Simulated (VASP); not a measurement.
**Si2Mo in VASP: convergence with PREC**

Input of the first run (PREC Low); the others differ in this setting and in those tied to it:

Contents of INCAR:

```
SYSTEM = Si2Mo
PREC = Low
ENCUT = 520
EDIFF = 1E-7
ISMEAR = 0
SIGMA = 0.02
LREAL = .FALSE.
LASPH = .TRUE.
NELM = 100
ALGO = Fast
ISIF = 2
LWAVE = .FALSE.
LCHARG = .FALSE.
GGA = CA
NBANDS = 43
```

The input KPOINTS:

```
Automatic mesh
0
G
  5 5 3
  0 0 0
```

Contents of POSCAR:

```
Si2Mo
1.0
    4.5854715599      0.0000000000      0.0000000000
   -2.2927357800      3.9711348592      0.0000000000
    0.0000000000      0.0000000000      6.5797601000
Mo Si
3 6
Direct
    0.4954580000      0.4988590000      0.8368860000
    0.0037150000      0.5025370000      0.1667930000
    0.5021300000     -0.0025310000      0.4999540000
    0.1653300000      0.3318610000      0.5036080000
    0.6773910000      0.8377320000      0.1678870000
    0.8424260000      0.1678210000      0.8350330000
    0.8386650000      0.6733970000      0.5016020000
    0.3322630000      0.1682250000      0.1652680000
    0.1612990000      0.8318010000      0.8314010000
```

Potentials or basis: VASP PAW LDA potentials, release 64 (Mo_sv, Si).

Launch:

```console
$ cat potpaw_LDA.64/Mo_sv/POTCAR potpaw_LDA.64/Si/POTCAR > POTCAR
$ mpirun -np 1 vasp_std > vasp.out
```

The cell isn't the ideal one: atoms moved at random, drawn with an rms of 0.02 Å.

The cell comes from a database or a generator and needn't be the stable form of this composition.

Hardware: 1 thread of Intel(R) Xeon(R) Platinum 8488C (Sapphire Rapids), with other jobs on the host.

```
    PREC  energy less the tightest run, at zero smearing (meV/atom)  largest force (eV/Å)  SCF cycles  CPU time (s)  peak memory (GiB)
     Low                                                       0.06                 0.725          18           130               0.22
  Medium                                                       0.08                 0.718          18           130               0.22
  Single                                                       0.01                 0.720          18           200               0.23
  Normal                                                       0.00                 0.724          18           130               0.25
    High                                                      -0.01                 0.723          18           180               0.24
Accurate                                                       0.00                 0.723          18           260               0.28
```

Against the tightest run, the energy stays within 1 meV/atom from Low on; the largest force stays within 0.005 eV/Å from Single on. The tightest run that finished is the yardstick and may itself not be fully converged.
